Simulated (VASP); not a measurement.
**Ag: single point with PBE**

Crystal: Ag.

```
Ag
1.0
     2.90715    0.00000    0.00000
    -1.45358    2.51767    0.00000
     0.00000    0.00000    9.46690
Ag
4
Direct
  0.33333 0.66667 0.25000
  0.66667 0.33333 0.75000
  0.00000 0.00000 0.00000
  0.00000 0.00000 0.50000
```

This isn't the form of Ag at room conditions, which is fcc.

```json
{"Program": "VASP 6.6.1", "Task": "single point", "Functional": "PBE", "Potentials or basis": "VASP PAW PBE potentials, release 64 (Ag)", "Cutoff": "520 eV", "k mesh": "18 × 18 × 4", "Occupations": "gaussian, width 0.1 eV", "Spin": "no spin polarisation"}
```

```yaml
Pressure: 2.8 GPa
Band_gap_on_the_k_mesh: none (metal or under the smearing width)
```

Levels at points of the mesh, in eV from the Fermi level:
```
           k point  band 20  band 21  band 22  band 23  band 24  band 25
(0.00, 0.00, 0.00)    -3.44    -3.44    -3.05    -3.05    -0.37     3.52
(0.50, 0.00, 0.00)    -2.84    -0.20     0.73     0.96     1.50     4.19
(0.00, 0.00, 0.50)    -3.21    -3.21    -3.21    -2.44    -2.44     6.41
(0.50, 0.00, 0.50)    -2.88     0.22     0.22     1.35     1.35     4.65
```

It took 2.3 min on 1 thread of Intel(R) Xeon(R) Platinum 8488C (Sapphire Rapids), on a shared host, peak memory 0.31 GiB.
